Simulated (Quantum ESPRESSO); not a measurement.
# KTaO3 (Pm-3m): zone-centre phonons

Aim: the zone-centre modes of KTaO3 (Pm-3m).

Main program and level: Quantum ESPRESSO 7.5; DFT LDA, scalar-relativistic, plane waves, PseudoDojo norm-conserving pseudopotentials.

### Step 1. The structure

Symmetry: Pm-3m, No. 221, cubic system. Conventional cell: a = 3.988 Å, b = 3.988 Å, c = 3.988 Å, α = 90.00°, β = 90.00°, γ = 90.00°. K has 12 O at 2.82 Å nearest. Nearest to Ta lie 6 O at 1.99 Å. Nearest to O lie 2 Ta at 1.99 Å and 4 K at 2.82 Å. Farther neighbours and most contacts between anions are not listed.

### Step 2. A probe with smearing

Before anything dear is run, a loose run with smearing shows whether this is a metal and how far the cell is from rest.

File probe.in:

```
&CONTROL
  calculation = 'scf'
  prefix      = 'x'
  outdir      = './tmp'
  pseudo_dir  = './pseudo'
  tprnfor     = .true.
  tstress     = .true.
  verbosity   = 'high'
/
&SYSTEM
  ibrav       = 1
  celldm(1)   = 7.5367947
  nat         = 5
  ntyp        = 3
  ecutwfc     = 84.0
  occupations = 'smearing'
  smearing    = 'gaussian'
  degauss     = 0.01
/
&ELECTRONS
  conv_thr         = 1.0d-07
  mixing_beta      = 0.7
  electron_maxstep = 100
/
ATOMIC_SPECIES
 K      39.0983  K.upf
 Ta    180.9479  Ta.upf
 O      15.9990  O.upf
ATOMIC_POSITIONS crystal
 K      0.500000000   0.500000000   0.500000000
 Ta     0.000000000   0.000000000   0.000000000
 O      0.500000000   0.000000000   0.000000000
 O      0.000000000   0.500000000   0.000000000
 O      0.000000000   0.000000000   0.500000000
K_POINTS automatic
 4 4 4 0 0 0
```

The run is started by

```
$ OMP_NUM_THREADS=1 mpirun -n 4 pw.x -nk 4 -in probe.in > probe.out
```

The log of the run:

```text
[banners, grids, parts of the stress and lines that vanish by symmetry left out]
Program PWSCF v.7.5
     bravais-lattice index     =            1
     lattice parameter (alat)  =       7.5368  a.u.
[...]
kinetic-energy cutoff     =      84.0000  Ry
     charge density cutoff     =     336.0000  Ry
     scf convergence threshold =      1.0E-07
[...]
Exchange-correlation= SLA  PW   NOGX NOGC
                           (   1   4   0   0   0   0   0)
[...]
48 Sym. Ops., with inversion, found
[...]
(     0          1          0      )
                  (     0          0          1      )
[...]
(  0.0000000  1.0000000  0.0000000 )
                  (  0.0000000  0.0000000  1.0000000 )
[...]
(     0         -1          0      )
                  (     0          0          1      )
[...]
( -1.0000000  0.0000000  0.0000000 )
                  (  0.0000000  1.0000000  0.0000000 )
[...]
number of k points=    10  Gaussian smearing, width (Ry)=  0.0100
[...]
End of self-consistent calculation
[...]
the Fermi energy is     9.2972 ev
!    total energy              =    -289.77281902 Ry
[...]
convergence has been achieved in   8 iterations
[...]
atom    1 type  1   force =     0.00000000    0.00000000    0.00000000
     atom    2 type  2   force =     0.00000000    0.00000000    0.00000000
     atom    3 type  3   force =     0.00000000    0.00000000    0.00000000
     atom    4 type  3   force =     0.00000000    0.00000000    0.00000000
     atom    5 type  3   force =     0.00000000    0.00000000    0.00000000
[...]
Total force =     0.000000     Total SCF correction =     0.000000
[...]
total   stress  (Ry/bohr**3)                   (kbar)     P=      -76.04
[...]
XML data file, charge density, pseudopotentials, collected wavefunctions

   JOB DONE.
```

Elapsed: 3.3 s, on 4 MPI ranks of AMD EPYC 9R45, shared host; 12 s of CPU time.

Numbers from this step:

```
volume per atom   : 12.69 Å³
pressure          : -7.604 GPa
gap on the k-mesh : 2.071 eV
```

A gap of 2.1 eV opens on this mesh, so the crystal is taken as an insulator; the start stands at -7.6 GPa.

### Step 3. Relaxing the cell and atoms

The relaxation runs at a cutoff a fifth above that of the response, since stress converges more slowly with the basis than frequencies do. Forces and stress are brought to rest with tight thresholds.

File relax.in:

```
&CONTROL
  calculation   = 'vc-relax'
  prefix        = 'x'
  outdir        = './tmp'
  pseudo_dir    = './pseudo'
  tprnfor       = .true.
  tstress       = .true.
  forc_conv_thr = 2.0d-05
  etot_conv_thr = 1.0d-07
  nstep         = 40
/
&SYSTEM
  ibrav       = 1
  celldm(1)   = 7.5367947
  nat         = 5
  ntyp        = 3
  ecutwfc     = 101
  occupations = 'fixed'
  nbnd        = 22
/
&ELECTRONS
  conv_thr         = 1.0d-11
  mixing_beta      = 0.7
  electron_maxstep = 100
/
&IONS
/
&CELL
  press_conv_thr = 0.2
/
ATOMIC_SPECIES
 K      39.0983  K.upf
 Ta    180.9479  Ta.upf
 O      15.9990  O.upf
ATOMIC_POSITIONS crystal
 K      0.500000000   0.500000000   0.500000000
 Ta     0.000000000   0.000000000   0.000000000
 O      0.500000000   0.000000000   0.000000000
 O      0.000000000   0.500000000   0.000000000
 O      0.000000000   0.000000000   0.500000000
K_POINTS automatic
 6 6 6 0 0 0
```

The run is started by

```
$ OMP_NUM_THREADS=1 mpirun -n 4 pw.x -nk 4 -in relax.in > relax.out
```

The log of the run:

```text
[banners, grids, parts of the stress and lines that vanish by symmetry left out]
[banner, memory and clock lines left out]
Program PWSCF v.7.5

[...]
kinetic-energy cutoff     =     101.0000  Ry
     charge density cutoff     =     404.0000  Ry
     scf convergence threshold =      1.0E-11
[...]
energy convergence thresh.=      1.0E-07
     force convergence thresh. =      2.0E-05
     press convergence thresh. =      2.0E-01
     Exchange-correlation= SLA  PW   NOGX NOGC
                           (   1   4   0   0   0   0   0)
[...]
48 Sym. Ops., with inversion, found
[...]
number of k points=    20
[...]
End of self-consistent calculation
[...]
highest occupied, lowest unoccupied level (ev):     8.3724   10.4596
!    total energy              =    -289.77468388 Ry
[...]
convergence has been achieved in  16 iterations
[...]
atom    1 type  1   force =     0.00000000    0.00000000    0.00000000
     atom    2 type  2   force =     0.00000000    0.00000000    0.00000000
     atom    3 type  3   force =     0.00000000    0.00000000    0.00000000
     atom    4 type  3   force =     0.00000000    0.00000000    0.00000000
     atom    5 type  3   force =     0.00000000    0.00000000    0.00000000
     Total force =     0.000000     Total SCF correction =     0.000000
[...]
total   stress  (Ry/bohr**3)                   (kbar)     P=      -76.34
[...]
number of bfgs steps    =   0
[...]
CELL_PARAMETERS (alat=  7.53679470)
[...]
ATOMIC_POSITIONS (crystal)
K                0.5000000000        0.5000000000        0.5000000000
Ta               0.0000000000        0.0000000000        0.0000000000
O                0.5000000000        0.0000000000        0.0000000000
O                0.0000000000        0.5000000000        0.0000000000
[...]
New effective cutoffs (rho, wfc):  414.48  103.64
[...]
End of self-consistent calculation
[...]
highest occupied, lowest unoccupied level (ev):     8.9195   11.0883
!    total energy              =    -289.77892343 Ry
[...]
convergence has been achieved in  11 iterations
[...]
atom    1 type  1   force =     0.00000000    0.00000000    0.00000000
     atom    2 type  2   force =     0.00000000    0.00000000    0.00000000
     atom    3 type  3   force =     0.00000000    0.00000000    0.00000000
     atom    4 type  3   force =     0.00000000    0.00000000    0.00000000
     atom    5 type  3   force =     0.00000000    0.00000000    0.00000000
     Total force =     0.000000     Total SCF correction =     0.000000
[...]
total   stress  (Ry/bohr**3)                   (kbar)     P=        3.39
[...]
number of bfgs steps    =   1
[...]
CELL_PARAMETERS (alat=  7.53679470)
[...]
ATOMIC_POSITIONS (crystal)
[...]
New effective cutoffs (rho, wfc):  414.03  103.53
[...]
End of self-consistent calculation
[...]
highest occupied, lowest unoccupied level (ev):     8.8963   11.0617
!    total energy              =    -289.77893065 Ry
[...]
convergence has been achieved in  10 iterations
[...]
atom    1 type  1   force =     0.00000000    0.00000000    0.00000000
     atom    2 type  2   force =     0.00000000    0.00000000    0.00000000
     atom    3 type  3   force =     0.00000000    0.00000000    0.00000000
     atom    4 type  3   force =     0.00000000    0.00000000    0.00000000
[...]
Total force =     0.000000     Total SCF correction =     0.000000
[...]
total   stress  (Ry/bohr**3)                   (kbar)     P=       -0.23
[...]
number of bfgs steps    =   2
[...]
CELL_PARAMETERS (alat=  7.53679470)
[...]
ATOMIC_POSITIONS (crystal)
[...]
New effective cutoffs (rho, wfc):  414.06  103.53
[...]
End of self-consistent calculation
[...]
highest occupied, lowest unoccupied level (ev):     8.8978   11.0634
!    total energy              =    -289.77893068 Ry
[...]
convergence has been achieved in   6 iterations
[...]
atom    3 type  3   force =     0.00000000    0.00000000    0.00000000
     atom    4 type  3   force =     0.00000000    0.00000000    0.00000000
     atom    5 type  3   force =     0.00000000    0.00000000    0.00000000
     Total force =     0.000000     Total SCF correction =     0.000000
[...]
total   stress  (Ry/bohr**3)                   (kbar)     P=       -0.00
[...]
bfgs converged in   4 scf cycles and   3 bfgs steps
[...]
End of BFGS Geometry Optimization
     Final enthalpy           =    -289.7789306779 Ry
     File ./tmp/x.bfgs deleted, as requested
[...]
CELL_PARAMETERS (alat=  7.53679470)
[...]
ATOMIC_POSITIONS (crystal)
[...]
O                0.0000000000        0.5000000000        0.0000000000
O                0.0000000000        0.0000000000        0.5000000000
[...]
Final scf calculation at the relaxed structure.
[...]
kinetic-energy cutoff     =     101.0000  Ry
     charge density cutoff     =     404.0000  Ry
     scf convergence threshold =      1.0E-13
[...]
press convergence thresh. =      2.0E-01
     Exchange-correlation= SLA  PW   NOGX NOGC
                           (   1   4   0   0   0   0   0)
[...]
48 Sym. Ops., with inversion, found
[...]
number of k points=    20
[...]
End of self-consistent calculation
[...]
highest occupied, lowest unoccupied level (ev):     8.8978   11.0634
!    total energy              =    -289.77892190 Ry
[...]
convergence has been achieved in  18 iterations
[...]
atom    1 type  1   force =     0.00000000    0.00000000    0.00000000
     atom    2 type  2   force =     0.00000000    0.00000000    0.00000000
     atom    3 type  3   force =     0.00000000    0.00000000    0.00000000
     atom    4 type  3   force =     0.00000000    0.00000000    0.00000000
     atom    5 type  3   force =     0.00000000    0.00000000    0.00000000
     Total force =     0.000000     Total SCF correction =     0.000000
[...]
total   stress  (Ry/bohr**3)                   (kbar)     P=       -0.01
[...]
XML data file, charge density, pseudopotentials, collected wavefunctions
```

It took 34 s on 4 MPI ranks.

The steps of the relaxation:

```csv
step,energy less that of the first step (eV),largest force (eV/Å),pressure (GPa),volume (Å³)
1,0.0000,0.0000,-7.63,63.44
2,-0.0577,0.0000,0.34,61.00
3,-0.0578,0.0000,-0.02,61.10
4,-0.0578,0.0000,0.00,61.10
5,-0.0577,0.0000,0.00,61.10
```

```csv
"conventional cell, symmetrised",before,after,change
a (Å),3.988,3.939,-1.2 %
b (Å),3.988,3.939,-1.2 %
c (Å),3.988,3.939,-1.2 %
volume (Å³/atom),12.69,12.22,-3.7 %
```

The relaxed structure:

```
CELL_PARAMETERS angstrom
3.93857 0.00000 0.00000
0.00000 3.93857 0.00000
0.00000 0.00000 3.93857
ATOMIC_POSITIONS crystal
K 0.50000 0.50000 0.50000
Ta 0.00000 0.00000 0.00000
O 0.50000 0.00000 0.00000
O 0.00000 0.50000 0.00000
O 0.00000 0.00000 0.50000
```

The last row of the table of steps is pw.x's closing run on a basis chosen anew for the final cell, so its energy can jump.

This step gave:

```
volume per atom   : 12.22 Å³
pressure          : -0.001 GPa
gap on the k-mesh : 2.166 eV
```

The volume changes by -3.7 % from the cell with which this run began.

### Step 4. Ground state

Perturbation theory inherits every error of the wavefunctions, so the threshold is set near the limit of the arithmetic. With a gap, occupations are fixed, which also allows the response to an electric field.

File scf.in:

```
&CONTROL
  calculation = 'scf'
  prefix      = 'x'
  outdir      = './tmp'
  pseudo_dir  = './pseudo'
  tprnfor     = .true.
  tstress     = .true.
/
&SYSTEM
  ibrav       = 1
  celldm(1)   = 7.44281436
  nat         = 5
  ntyp        = 3
  ecutwfc     = 84.0
  occupations = 'fixed'
  nbnd        = 22
/
&ELECTRONS
  conv_thr         = 1.0d-12
  mixing_beta      = 0.7
  electron_maxstep = 100
/
ATOMIC_SPECIES
 K      39.0983  K.upf
 Ta    180.9479  Ta.upf
 O      15.9990  O.upf
ATOMIC_POSITIONS crystal
 K      0.500000000   0.500000000   0.500000000
 Ta     0.000000000   0.000000000   0.000000000
 O      0.500000000   0.000000000   0.000000000
 O      0.000000000   0.500000000   0.000000000
 O      0.000000000   0.000000000   0.500000000
K_POINTS automatic
 6 6 6 0 0 0
```

The run is started by

```
$ OMP_NUM_THREADS=1 mpirun -n 4 pw.x -nk 4 -in scf.in > scf.out
```

The log of the run:

```text
[banners, grids, parts of the stress and lines that vanish by symmetry left out]
[banner, memory and clock lines left out]
Program PWSCF v.7.5

[...]
kinetic-energy cutoff     =      84.0000  Ry
     charge density cutoff     =     336.0000  Ry
     scf convergence threshold =      1.0E-12
[...]
Exchange-correlation= SLA  PW   NOGX NOGC
                           (   1   4   0   0   0   0   0)
[...]
48 Sym. Ops., with inversion, found
[...]
number of k points=    20
[...]
End of self-consistent calculation
[...]
highest occupied, lowest unoccupied level (ev):     8.8977   11.0634
!    total energy              =    -289.77882468 Ry
[...]
convergence has been achieved in  19 iterations
[...]
atom    1 type  1   force =     0.00000000    0.00000000    0.00000000
     atom    2 type  2   force =     0.00000000    0.00000000    0.00000000
     atom    3 type  3   force =     0.00000000    0.00000000    0.00000000
     atom    4 type  3   force =     0.00000000    0.00000000    0.00000000
     atom    5 type  3   force =     0.00000000    0.00000000    0.00000000
     Total force =     0.000000     Total SCF correction =     0.000000
[...]
total   stress  (Ry/bohr**3)                   (kbar)     P=       -0.29
[...]
XML data file, charge density, pseudopotentials, collected wavefunctions
```

It took 8.8 s on 4 MPI ranks; 34 s of CPU time.

This step gave:

```
pressure : -0.02900 GPa
```

The cell stands at -0.029 GPa, close enough for phonons.

[end of part 1 of 3]

[Host names and launcher messages were left out of these logs when they were recorded.]

[Logs are printed without paths, hosts, clocks, repeated set-up lines and the standing remarks that a program may print on its own settings, such as how far it seeks lower states.]

[Hosts, paths, dates, database ids (printed as entryN), source tags and the programs' standing remarks are cut or masked in the printed files.]
